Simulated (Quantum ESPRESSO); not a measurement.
TiAl in Quantum ESPRESSO: the effect of strain

Crystal: TiAl.

```xyz
2
Lattice="3.0519 0.0000 0.0000 0.0000 3.1791 0.0000 0.0000 0.0000 3.1791" Properties=species:S:1:pos:R:3 pbc="T T T"
Ti    0.0000    0.0000    0.0000
Al    1.5260    1.5895    1.5895
```

The cell comes from a database or a generator and needn't be the stable form of this composition.

Alike in all runs:

- Program: Quantum ESPRESSO 7.5
- Task: relaxation of the atoms
- Functional: PBEsol
- Potentials or basis: GBRV 1.5 PBEsol
- Cutoff: 612 eV
- Density cutoff: 4898 eV
- k mesh: 8 × 8 × 8
- Occupations: fermi-dirac, width 0.05 eV
- Spin: no spin polarisation
- Kind of strain: uniaxial_x
- Mixing beta: 0.5
- Most SCF iterations: 120
- SCF threshold: 4e-10 Ry
- Most ionic steps: 40
- Forc conv thr: 0.0004 Ry/bohr
- Etot conv thr: 1e-05 Ry

Each run relaxes the cell or the atoms first.

```csv
strain,pressure (GPa)
-0.04,2.4
-0.02,-0.2
-0.01,?
0,-2.5
0.01,-3.5
0.02,-4.5
0.04,-6.4
```

Problem. What does the run with strain -0.01 give?

Solution. Pressure -1.4 GPa.

Worked out: A parabola through the other rows of the pressure, of slope -115 GPa per unit of strain there, gives -1.3 GPa, against the run's -1.4.

Caveats: the relaxation stopped at its first step, so nothing moved.
